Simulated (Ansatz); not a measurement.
Equilibrium properties in the diamond structure, computed with PBE in Ansatz (plane waves, PAW datasets (generated soft set 1); cutoff 420 eV), no spin polarisation, no spin–orbit coupling, Fermi–Dirac smearing of 0.061 eV, k-spacing 0.06 Å⁻¹:

| crystal | a₀ (Å) | V₀ (Å³/atom) | B₀ (GPa) |
| --- | --- | --- | --- |
| Li | 5.900 | 25.68 | 5.4 |
| B | 4.051 | 8.31 | 177 |
| O | 4.404 | 10.68 | 119 |
| F | 4.879 | 14.51 | 38 |
| Na | 7.584 | 54.53 | 2.9 |
| Si | 5.470 | 20.46 | 89 |

(1) Give the same for Be, C, Al.

Answers

(1) 
| crystal | a₀ (Å) | V₀ (Å³/atom) | B₀ (GPa) |
| --- | --- | --- | --- |
| Be | 4.898 | 14.69 | 44 |
| C | 3.572 | 5.70 | 433 |
| Al | 6.047 | 27.64 | 37 |

Model structures, not the usual forms at ambient conditions (metastable or hypothetical): Li, Be, B, O, F, Na, Al. Spin polarisation is left out, and a magnetic state may lie lower for F.
